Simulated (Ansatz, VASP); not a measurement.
# CuAu: VASP beside Ansatz

File INCAR:

```
  ALGO = Normal
  EDIFF = 1E-6
  EDIFFG = -0.005
  ENCUT = 600
  GGA = PE
  IBRION = 2
  ISIF = 3
  ISMEAR = 0
  LASPH = True
  LCHARG = False
  LREAL = False
  LWAVE = False
  NELM = 100
  NSW = 100
  PREC = Accurate
  SIGMA = 0.1
```

KPOINTS

```
k-points
0
Gamma
  14 14 12
```

Contents of POSCAR:

```
CuAu
1.0
    2.8107494552      0.0000000000      0.0000000000
    0.0000000000      2.8107494552      0.0000000000
    0.0000000000      0.0000000000      3.6850000000
Cu Au
1 1
Direct
    0.5000000000      0.5000000000      0.5000000000
    0.0000000000      0.0000000000      0.0000000000
```

Input for Ansatz:

```yaml
crystal:
  lattice:
    - [2.8107494552, 0.0, 0.0]
    - [0.0, 2.8107494552, 0.0]
    - [0.0, 0.0, 3.685]
  atoms:
    - { symbol: Cu, position: [0.5, 0.5, 0.5] }
    - { symbol: Au, position: [0.0, 0.0, 0.0] }
basis:
  ecutwfc: 420
kpoints:
  mp_grid: { grid: [14, 14, 12] }
hamiltonian:
  xc: pbe
scf:
  occupations: { method: gaussian, width: 0.1 }
output:
  forces: true
  stress: true
  eigenvalues: true
relax:
  adjacent_minimum: "off"
  f_tol: 0.005
  max_steps: 80
  cell: { stress_tol: 0.05 }
```

Alike in both runs: task relaxation of cell and atoms; functional PBE; k mesh 14 × 14 × 12; occupations gaussian, width 0.1 eV; no spin polarisation.

|  | VASP | Ansatz |
| --- | --- | --- |
| version | VASP 6.6.1 | Ansatz 0.2.0 |
| potentials or method | VASP PAW PBE potentials, release 64 (Cu, Au) | scalar-relativistic, plane waves, PAW |
| plane-wave cutoff (eV) | 600 | 420 |
| valence electrons in the cell | 22 | 38 |

```csv
,VASP,Ansatz,Ansatz less VASP
"gap on the k mesh at the Fermi level, each at its own relaxed structure (eV)",none,none,-
relaxed volume (Å³/atom),15.00,15.00,-0.002
relaxed cell length with the largest relative difference (Å),3.595,3.588,-0.0077
energy change over the relaxation (meV/atom),-9,-9,0.0
```

A gap of «none» marks a metal or a gap that the smearing closes. The two sets of potentials don't hold the same shells in valence.

Spin-orbit coupling is left out, which matters for the levels of Au. Zero-point motion and thermal expansion aren't in these numbers. PBE usually gives volumes a little too large and moduli too small.
